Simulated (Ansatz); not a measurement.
## NaH: energy along a strain

NaH, Pm-3m, a = 2.955 Å (as given, not relaxed at this level: 0.2 GPa). This isn't the usual stable structure of the compound. Ansatz: PBE, PAW, 420 eV, Γ-centred 10×10×10 mesh on 2 atoms, Gaussian smearing 0.05 eV; no spin polarisation. Cell vectors (Å): 2.955 0.000 0.000; 0.000 2.955 0.000; 0.000 0.000 2.955. The cell is strained by x per cent times the pattern (1 -1 0 0 0 0) in the order xx yy zz yz xz xy (engineering shears), with fractional coordinates held. y is the free energy over the start, V0 = 12.903 Å³/atom. Symmetry makes y even in x.

```
x (%) y (meV/atom)
-6.00         33.09
-3.00          8.23
 0.00          0.00
 0.75             ?
 1.50          2.05
 2.25          4.62
 3.75         12.87
 4.50         18.55
 5.25         25.29
```

Task: Fit y = c2 x² + c4 x⁴ to the other rows, get the stiffness along the pattern, and predict the missing energy.

Result: Least squares on the rows shown. y = 0.91234 x² + 0.00018922 x⁴. The clamped-ion stiffness p·C·p = 2 × 9.123 eV × 160.2 / 12.903 Å³ = 227 GPa. At x = 0.75 the fit asked for gives 0.51 meV/atom. The run gave 0.51 meV/atom, the same to the digits shown.